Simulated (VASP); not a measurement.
Bi: relaxation of cell and atoms with PBEsol

The system is Bi.

```
CELL_PARAMETERS angstrom
2.26750 1.30914 3.93800
-2.26750 1.30914 3.93800
0.00000 -2.61828 3.93800
ATOMIC_POSITIONS crystal
Bi 0.23400 0.23400 0.23400
Bi 0.76600 0.76600 0.76600
```

```yaml
Program: VASP 6.6.1
Task: relaxation of cell and atoms
Functional: PBEsol
Potentials_or_basis: VASP PAW PBE potentials, release 64 (Bi_d)
Cutoff: 600 eV
k_mesh: 12 × 12 × 12
Occupations: gaussian, width 0.1 eV
Spin: no spin polarisation
Further_INCAR_settings: ALGO = Normal; EDIFF = 1e-07; IBRION = 2; EDIFFG = -0.005; NSW = 90; ISIF = 3
```

The relaxed volume is 34.40 Å³/atom. The relaxed cell is a = 4.678 Å, b = 4.678 Å, c = 4.678 Å, α = 57.85°, β = 57.85°, γ = 57.85°, the space group after relaxing (to 0.05 Å) is R-3m (No. 166) and the energy gained by relaxing is 3.0 meV/atom. The ionic steps are 12 and the pressure after relaxing is 0.0 GPa. The band gap on the k mesh is none (metal or under the smearing width).

Step by step:
| step | energy change (eV) | largest force (eV/Å) | pressure (GPa) | volume (Å³) |
| --- | --- | --- | --- | --- |
| 1 | 0.0000 | 0.1611 | -0.24 | 70.14 |
| 2 | -0.0027 | 0.1295 | -0.01 | 69.60 |
| 3 | -0.0042 | 0.0878 | 0.31 | 68.88 |
| 4 | -0.0054 | 0.0092 | -0.18 | 69.26 |
| 5 | -0.0054 | 0.0038 | -0.12 | 69.21 |
| 6 | -0.0058 | 0.0021 | -0.06 | 69.04 |
| 7 | -0.0060 | 0.0121 | 0.05 | 68.71 |
| 8 | -0.0060 | 0.0104 | 0.03 | 68.76 |
| 9 | -0.0061 | 0.0082 | -0.02 | 68.84 |
| 10 | -0.0061 | 0.0077 | -0.03 | 68.85 |
| 11 | -0.0061 | 0.0024 | 0.02 | 68.79 |
| 12 | -0.0061 | 0.0018 | 0.00 | 68.81 |

Final structure:
```yaml
crystal:
  lattice:
    - [2.26253, 1.30627, 3.88025]
    - [-2.26253, 1.30627, 3.88025]
    - [0.00000, -2.61254, 3.88025]
  atoms:
    - { symbol: Bi, position: [0.23683, 0.23683, 0.23683] }
    - { symbol: Bi, position: [0.76317, 0.76317, 0.76317] }
```

Levels at points of the mesh, in eV from the Fermi level:
```csv
k point,band 11,band 12,band 13,band 14,band 15,band 16,band 17,band 18,band 19
"(0.00, 0.00, 0.00)",-13.20,-7.40,-1.50,-1.24,-1.24,2.74,3.06,3.06,5.51
"(0.50, 0.00, 0.00)",-11.18,-10.64,-1.15,-1.02,-0.28,-0.26,0.38,0.80,7.68
"(0.50, 0.50, 0.00)",-11.30,-9.42,-4.87,-3.12,-2.99,2.41,5.06,5.40,6.99
"(0.50, 0.50, 0.50)",-11.77,-10.15,-0.85,-0.53,-0.53,0.53,0.53,0.58,7.23
```

Run time: 14 min on 1 thread of Intel(R) Xeon(R) 6975P-C (Granite Rapids) (shared host), peak memory 0.43 GiB.

Caveat: the PAW data sets were made with another functional, which shifts forces and pressure a little; spin-orbit coupling is left out, which moves the levels of the heavy elements.
